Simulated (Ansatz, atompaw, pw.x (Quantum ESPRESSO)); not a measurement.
# Mo (Z = 42): one change to the PAW (atompaw) potential, in the atom and in the fcc crystal

molybdenum (Mo), PAW, made with atompaw 4.2.0.5 (PBE, scalar-relativistic). Core [Kr], reference 4d5 5s1 5p0. Waves: 5s (bound): rc 3.00 bohr; 5s channel at 0.1 Ry: rc 3.00 bohr; 5p (bound, empty): rc 3.00 bohr; 5p channel at 1.4 Ry: rc 3.00 bohr; 4d (bound): rc 3.00 bohr; 4d channel at 2.3 Ry: rc 3.00 bohr; 4f channel at 0.2 Ry: rc 3.00 bohr; 4f channel at 0.75 Ry: rc 3.00 bohr. Local part: bessel scheme, radius 2.85 bohr. Core correction: smooth core density matched at 1.85 bohr. Augmentation charge: besselshape compensation charge, radius 2.20 bohr; PAW radius 3.00 bohr; waves and projectors: custom polynom2 7 10 vanderbiltortho.

Change: all radii scaled by about 0.97 (s 2.90, p 2.90, d 2.90, f 2.90 bohr); local potential bessel scheme, radius 2.76 bohr; augmentation besselshape compensation charge, radius 2.12 bohr; PAW radius 2.90 bohr; waves and projectors: custom polynom2 7 10 vanderbiltortho; core correction smooth core density matched at 1.78 bohr.

Cutoffs, loose and tight: the cutoffs (Ry, on a coarse ladder) from which the occupation-weighted sum of valence levels, in a spherical-Bessel basis at the reference potential, stays within 10 and 1 mRy of its value at 400 Ry. They see the waves and projectors alone, not the compensation charge or the core.

Crystal test: fcc Mo in pw.x 7.5, no spin, 14³ k-points, Fermi–Dirac smearing 0.01 Ry, cutoffs set for each file from its atomic test. The reference is all-electron LAPW (Ansatz 0.2.0) with the same functional, mesh and smearing; V0 and B0 come from Birch–Murnaghan fits to the pressures at five volumes. Errors are pseudo minus all-electron; Δ is the rms difference of the E(V) curves that follow from these fits, minima aligned, over ±6 % about the mean V0. Mesh and smearing are coarse, so the numbers serve the comparison and aren't converged zero-temperature values; the lattice is a test structure that the element need not adopt.

All-electron: a0 = 4.005 Å (V0 = 16.06 Å³/atom), B0 = 235.3 GPa.

Question: Does the change bring the crystal closer to the all-electron result?

Answer: The mean pressure error goes from +12.85 to +8.86 GPa, so the change moves the solid closer to the all-electron pressures.

```csv
quantity,base,changed
outcome (atom),generated,generated
"cutoff, loose (atom)",18 Ry,21 Ry
"cutoff, tight (atom)",40 Ry,50 Ry
bound ghosts (atom),none,none
cutoffs in pw.x (Ry),50/500,60/600
a0 (Å),–,4.054
a0 error (%),–,+1.23
B0 error (%),–,-4.8
Δ (meV/atom),–,29.9
mean pressure error (GPa),+12.85,+8.86
```

A dash: not determined, or the minimum lies outside the volumes sampled.

Base: The largest radius (3.00 bohr) exceeds half the bond length (2.67 bohr), so the spheres overlap, which is one possible source of error among others. This is a poor potential for the solid. Changed file: The largest radius (2.90 bohr) exceeds half the bond length (2.67 bohr), so the spheres overlap, which is one possible source of error among others. This is a poor potential for the solid. The atomic cutoffs weigh occupied waves only.
